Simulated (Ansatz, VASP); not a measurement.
## One calculation of CuAu, two programs

```
Au Cu
1.0
     2.81075    0.00000    0.00000
     0.00000    2.81075    0.00000
     0.00000    0.00000    3.72185
Au Cu
1 1
Direct
  0.00000 0.00000 0.00000
  0.50000 0.50000 0.50000
```

Alike in both runs: functional PBEsol; k mesh 8 × 8 × 6; occupations fermi-dirac, width 0.05 eV; no spin polarisation.

|  | VASP | Ansatz |
| --- | --- | --- |
| version | VASP 6.6.1 | Ansatz 0.2.0 |
| potentials or method | VASP PAW PBE potentials, release 64 (Au, Cu) | Ansatz PAW |
| plane-wave cutoff (eV) | 520 | 420 |
| valence electrons in the cell | 22 | 38 |
| task | single point | band structure |

Ansatz gave:

```
gap on the k mesh at the Fermi level (eV)       : none
pressure (GPa)                                  : -4.9
largest component of the traceless stress (GPa) : 1.44
```

Q: Which values does VASP return?

A: gap on the k mesh at the Fermi level (eV): none; pressure (GPa): -4.8; largest component of the traceless stress (GPa): 1.43.

A gap of «none» marks a metal or a gap that the smearing closes. The two sets of potentials don't hold the same shells in valence.

Caveats: the PAW data sets were made with another functional, which shifts forces and pressure a little (VASP); spin-orbit coupling is left out, which moves the levels of the heavy elements (Ansatz); the PAW data sets come from PBE, with cores solved anew for the run's functional, which leaves a small shift of forces and pressure (Ansatz). Spin-orbit coupling is left out, which matters for the levels of Au.
